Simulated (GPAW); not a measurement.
The system is MnS.

```
Mn S
1.0
     1.83000    1.05655    2.97092
    -1.83000    1.05655    2.97092
     0.00000   -2.11310    2.97092
Mn S
1 1
Cartesian
  0.0000 0.0000 0.0000
  0.0000 0.0000 4.4564
```

The cell is a database's computed one.

- Program: GPAW 26.7.0
- Task: relaxation of cell and atoms
- Functional: LDA
- Potentials or basis: the program's PAW data sets (release 1.2.1) made for this functional
- Cutoff: 600 eV
- Basis: pw
- k mesh: 7 × 7 × 7
- Occupations: fermi-dirac, width 0.05 eV
- Spin: collinear spin, ferromagnetic start
- Starting moments: [4.0, 0.0] μB

At the start: pressure -10.4 GPa; volume 17.23 Å³/atom.

Problem. Where does the relaxation end?

Solution. Over 6 steps the energy falls by 142.5 meV/atom and the volume is 13.68 Å³/atom (-20.6 %); space group Fm-3m (No. 225, to 0.05 Å); moment 3.40 μB per cell.

Step by step:
```
step  energy change (eV)  largest force (eV/Å)  pressure (GPa)  volume (Å³)
   1              0.0000                0.0000          -10.44        34.47
   2             -0.0508                0.0000           -9.81        33.65
   3             -0.2565                0.0000            6.05        25.79
   4             -0.2777                0.0000           -3.24        28.09
   5             -0.2844                0.0000            0.66        27.22
   6             -0.2851                0.0000            0.05        27.36
```

Final structure:
```
CELL_PARAMETERS angstrom
1.69239 0.97710 2.75733
-1.69239 0.97710 2.75733
0.00000 -1.95420 2.75733
ATOMIC_POSITIONS crystal
Mn 0.00000 0.00000 0.00000
S 0.50000 0.50000 0.50000
```

Caveat: each step starts from the last one's moments, so a moment once lost doesn't come back; later steps reuse the first step's grids; the volume moved by over 15 % at a fixed basis, so the end points are rough; a cell with one magnetic atom can't hold antiferromagnetic order, which such compounds often take.
